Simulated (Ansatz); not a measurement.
Runs of Ansatz 0.2.0 on As. It takes space group Pm-3m (No. 221, cubic). The conventional cell has a = 2.704 Å, b = 2.704 Å, c = 2.704 Å, α = 90.00°, β = 90.00°, γ = 90.00°. As (site symmetry m-3m) has 6 As at 2.70 Å as nearest neighbours. This isn't the form of As at room conditions, which is rhombohedral.

```tsv
task	level	spin	k mesh	smearing	gap on the mesh (eV)	pressure (GPa)
single point	RPBE	off	10 × 10 × 10	gaussian 0.05 eV	none	3.9
single point	PBEsol	off	10 × 10 × 10	gaussian 0.02 eV	none	(a)
single point	RPBE	off	10 × 10 × 10	gaussian 0.1 eV	none	3.9
atomic charges	LDA	non-collinear, random start	7 × 7 × 7	fermi-dirac 0.05 eV	none	-2.8
```

Alike in all rows: potentials or basis all-electron LAPW, scalar-relativistic; cell as given; cutoff (eV) 237; basis error allowed 0.001 eV/atom.

Q: Estimate the missing entries.

A: (a) -1.5.

Caveats: the k mesh is thin for a metal, which can move the energy by tens of meV per atom (some runs); the starting moments weren't kept (some runs).

A k mesh can miss the band edges, and the runs leave out spin-orbit coupling on As.

A gap of «none» marks a metal or a gap under the smearing width.
